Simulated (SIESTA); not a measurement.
CdSe:

```
Cd Se
1.0
     0.00000    3.07027    3.07027
     3.07027    0.00000    3.07027
     3.07027    3.07027    0.00000
Cd Se
1 1
Cartesian
  0.0000 0.0000 0.0000
  1.5351 1.5351 1.5351
```

Measurements of this composition are mostly on another form, of space group No. 186.

Base run:

| Quantity | Value |
| --- | --- |
| Program | SIESTA 5.4.2 |
| Functional | vdW-DF-cx |
| Potentials or basis | PseudoDojo 0.4 standard (PBE files) |
| Basis | DZP (energy shift 0.003 Ry; two zetas on semicore shells) |
| Grid cutoff | 800 Ry |
| Energy shift | 0.003 Ry |
| k mesh | 8 × 8 × 8 |
| Occupations | fermi-dirac, width 0.05 eV |
| Spin | no spin polarisation |

Its results: band gap on the k mesh 0.70 eV, direct; pressure -0.6 GPa.

Problem. After a change of settings the same cell gave: band gap on the k mesh 0.76 eV, direct; pressure 3.9 GPa. Which change was it?
A. functional from vdW-DF-cx to BLYP
B. functional from vdW-DF-cx to AM05; potentials or basis from PseudoDojo 0.4 standard (PBE files) to PseudoDojo 0.4 standard (PBEsol files)
C. functional from vdW-DF-cx to LDA; potentials or basis from PseudoDojo 0.4 standard (PBE files) to PseudoDojo 0.4 standard (LDA files)
D. functional from vdW-DF-cx to PBE

Solution. A.

Caveats: the potentials were made for another functional, which shifts forces and pressure; the basis of atomic orbitals isn't converged, which shifts pressures, moduli and gaps.

Not every run made on this cell is shown here.
